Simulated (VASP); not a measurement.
Set up this calculation in VASP 6.6.1, as the native input.

```
Task                   : relaxation of cell and atoms
Functional             : PBE
Dispersion             : MBD
Potentials or basis    : VASP PAW PBE potentials, release 64 (Zn, S)
Cutoff                 : 600 eV
k mesh                 : 8 × 8 × 3
Occupations            : fermi-dirac, width 0.05 eV
Spin                   : no spin polarisation
Further INCAR settings : ALGO = Normal; EDIFF = 1e-06; IBRION = 2; EDIFFG = -0.005; NSW = 40; ISIF = 3
```

The structure of ZnS (Wurtzite-4H) lies in POSCAR:

```
ZnS
1.0
    3.8227000000      0.0000000000      0.0000000000
   -1.9113500000      3.3105553110      0.0000000000
    0.0000000000      0.0000000000     12.5200000000
Zn S
4 4
Direct
    0.6666666667      0.3333333333      0.7500000000
    0.3333333333      0.6666666667      0.2500000000
    0.0000000000      0.0000000000      0.5000000000
    0.0000000000      0.0000000000      0.0000000000
    0.6666666667      0.3333333333      0.9375000000
    0.3333333333      0.6666666667      0.4375000000
    0.0000000000      0.0000000000      0.6875000000
    0.0000000000      0.0000000000      0.1875000000
```

These files were run (other wordings do the same):

INCAR

```
SYSTEM = ZnS
ALGO = Normal ; EDIFF = 1E-6
EDIFFG = -0.005 ; ENCUT = 600
GGA = PE ; IBRION = 2
ISIF = 3 ; ISMEAR = -1
IVDW = 202 ; LASPH = .True.
LCHARG = .False. ; LREAL = .False.
LWAVE = .False. ; NELM = 100
NSW = 40 ; PREC = Accurate
SIGMA = 0.05
```

KPOINTS

```
k-points
0
Gamma
  8 8 3
  0 0 0
```

Potentials or basis: VASP PAW PBE potentials, release 64 (Zn, S).

Launch:

```console
$ cat potpaw_PBE.64/Zn/POTCAR potpaw_PBE.64/S/POTCAR > POTCAR
$ mpirun -np 1 vasp_std > vasp.out
```

Results of the run:

| Property | Result |
| --- | --- |
| Relaxed volume | 19.71 Å³/atom |
| Relaxed cell | a = 3.817 Å, b = 3.817 Å, c = 12.496 Å, α = 90.00°, β = 90.00°, γ = 120.00° |
| Space group after relaxing (to 0.05 Å) | P6_3mc (No. 186) |
| Energy gained by relaxing | 0.1 meV/atom |
| Ionic steps | 9 |
| Pressure after relaxing | 0.0 GPa |
| Largest force after relaxing | 0.003 eV/Å |
| Band gap on the k mesh | 2.15 eV, direct |
| Hirshfeld charges | Zn +0.23, +0.22; S -0.23, -0.22 e |
| Dispersion energy per atom | -0.223 eV |

Caveat: an odd mesh through Γ misses points on the zone boundary, where band edges often lie.

It took 6.3 min on 1 thread of Intel(R) Xeon(R) 6975P-C (Granite Rapids), on a shared host, peak memory 0.39 GiB.
